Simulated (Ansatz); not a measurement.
How the functional moves the response of LiF (Fm-3m) (LDA, PBEsol and r²SCAN)

```xyz
2
Lattice="0.0000 1.9545 1.9545 1.9545 0.0000 1.9545 1.9545 1.9545 0.0000" Properties=species:S:1:pos:R:3 pbc="T T T"
Li    0.0000    0.0000    0.0000
F     1.9545    1.9545    1.9545
```

This cell (7.47 Å³ an atom) was relaxed by PAW under LDA, and each functional gets its own cell relaxed so. Quantity: harmonic phonons by finite displacements (no LO-TO term; negative means unstable), on a 2×2×2 q mesh.

Runs: (1) LDA, PAW on Ansatz 0.2.0's default frozen-core files (fitted under PBE), scalar-relativistic; k mesh 10×10×10, fixed occupations, cutoff 420 eV. (2) PBEsol, PAW on Ansatz 0.2.0's default frozen-core files (fitted under PBE), scalar-relativistic; k mesh 10×10×10, fixed occupations, cutoff 420 eV. (3) r²SCAN, PAW on Ansatz 0.2.0's default frozen-core files (fitted under PBE), scalar-relativistic; k mesh 8×8×8, fixed occupations, cutoff 500 eV.

Under LDA: highest mode = 625 cm⁻¹, lowest at L = 231 cm⁻¹, lowest at X = 253 cm⁻¹, highest at Γ = 339 cm⁻¹.

Task: Which way does PBEsol move the volume, and by how much?

Result: a = 4.008 Å, 8.05 Å³ an atom: 7.8 % larger.

Task: What does PBEsol give for these quantities?

Result: 

| quantity | LDA | PBEsol | change |
| --- | --- | --- | --- |
| highest mode | 625 cm⁻¹ | 596 cm⁻¹ | -5 % |
| lowest at L | 231 cm⁻¹ | 208 cm⁻¹ | -10 % |
| lowest at X | 253 cm⁻¹ | 242 cm⁻¹ | -4 % |
| highest at Γ | 339 cm⁻¹ | 299 cm⁻¹ | -12 % |

Task: Which way does r²SCAN move the volume, and by how much?

Result: a = 3.990 Å, 7.94 Å³ an atom: 6.3 % larger.

Task: What does r²SCAN give for these quantities?

Result: 

```json
{"quantity": "highest mode", "LDA": "625 cm⁻¹", "r²SCAN": "613 cm⁻¹", "change": "-2 %"}
{"quantity": "lowest at L", "LDA": "231 cm⁻¹", "r²SCAN": "221 cm⁻¹", "change": "-4 %"}
{"quantity": "lowest at X", "LDA": "253 cm⁻¹", "r²SCAN": "253 cm⁻¹", "change": "under 1 %"}
{"quantity": "highest at Γ", "LDA": "339 cm⁻¹", "r²SCAN": "319 cm⁻¹", "change": "-6 %"}
```

Keep in mind: frozen-core PAW files fitted under PBE, their cores solved anew for the functional of the run.
